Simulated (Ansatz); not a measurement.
**Ge under changes of volume**

One of the cells (19.607 Å³/atom); the others are scaled copies at fixed shape and fractional positions:

```
Ge
1.0
     1.39715   -2.60052    0.00000
     1.39715    2.60052    0.00000
     0.00000    0.00000    2.69823
Ge
1
Direct
  0.50000 0.50000 0.00000
```

This isn't the form of Ge at room conditions, which is diamond.

| Property | Result |
| --- | --- |
| Program | Ansatz 0.2.0 |
| Functional | PBEsol |
| Potentials or basis | Ansatz PAW |
| Cutoff | 420 eV (not typed: the program's choice for these potentials) |
| k mesh | 11 × 11 × 10 |
| Occupations | fermi-dirac, width 0.05 eV |
| Spin | no spin polarisation |

```tsv
volume (Å³/atom)	energy over the lowest point (meV/atom)	pressure (GPa)
18.431	0.00	0.1
18.823	1.78	-1.5
19.215	7.15	-2.8
19.607	15.70	-4.1
19.999	27.07	-5.1
20.391	?	?
20.783	57.06	-7.0
```

Task: What does the run at 20.391 Å³/atom give?

Result: Energy over the lowest point 40.95 meV/atom; pressure -6.1 GPa.

Worked out: A Birch-Murnaghan fit of order 3 (a polynomial in V^(-2/3)) to the other rows has its minimum at 18.45 Å³/atom with B0 = V·E''(V) = 77 GPa and B' = 4.6 at fixed shape and positions, which overstates the stiffness. It gives 40.95 meV/atom at 20.391 Å³/atom, against the run's 40.95, and -dE/dV = -6.1 GPa, against -6.1.

Energies are extrapolated to zero smearing.

Caveats: the PAW data sets come from PBE, with cores solved anew for the run's functional, which leaves a small shift of forces and pressure.
